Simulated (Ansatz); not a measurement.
## MnO under changes of volume

One of the cells (9.543 Å³/atom); the others are scaled copies at fixed shape and fractional positions:

```
Mn O
1.0
     2.67239    0.00000    0.00000
     0.00000    2.67239    0.00000
     0.00000    0.00000    2.67239
Mn O
1 1
Direct
  0.00000 0.00000 0.00000
  0.50000 0.50000 0.50000
```

Measurements of this composition are mostly on another form, of space group No. 225.

| Item | Value |
| --- | --- |
| Program | Ansatz 0.2.0 |
| Functional | PBE |
| Potentials or basis | Ansatz PAW |
| Cutoff | 420 eV (not typed: the program's choice for these potentials) |
| k mesh | 10 × 10 × 10 |
| Occupations | fermi-dirac, width 0.05 eV |
| Spin | collinear spin, ferromagnetic start |
| Starting moments | [4.0, 0.0] μB |

```csv
volume (Å³/atom),energy over the lowest point (meV/atom),pressure (GPa),moment (μB per cell)
8.970,39.56,8.6,3.62
9.161,32.01,4.7,3.67
9.352,?,?,?
9.543,19.88,5.6,4.19
9.734,13.86,5.0,4.37
9.924,7.62,5.5,4.60
10.115,0.00,5.0,4.77
```

Problem. What does the run at 9.352 Å³/atom give?

Solution. Energy over the lowest point 27.55 meV/atom; pressure 5.2 GPa; moment 3.93 μB per cell.

Worked out: A Birch-Murnaghan fit of order 3 (a polynomial in V^(-2/3)) to the other rows has no minimum within the range. It gives 25.67 meV/atom at 9.352 Å³/atom, against the run's 27.55, and -dE/dV = 5.0 GPa, against 5.2. A parabola through the other rows of the moment, of slope 1.04 μB per Å³/atom there, gives 3.96 μB, against the run's 3.93.

Energies are extrapolated to zero smearing.

Caveats: a cell with one magnetic atom can't hold antiferromagnetic order, which such compounds often take.
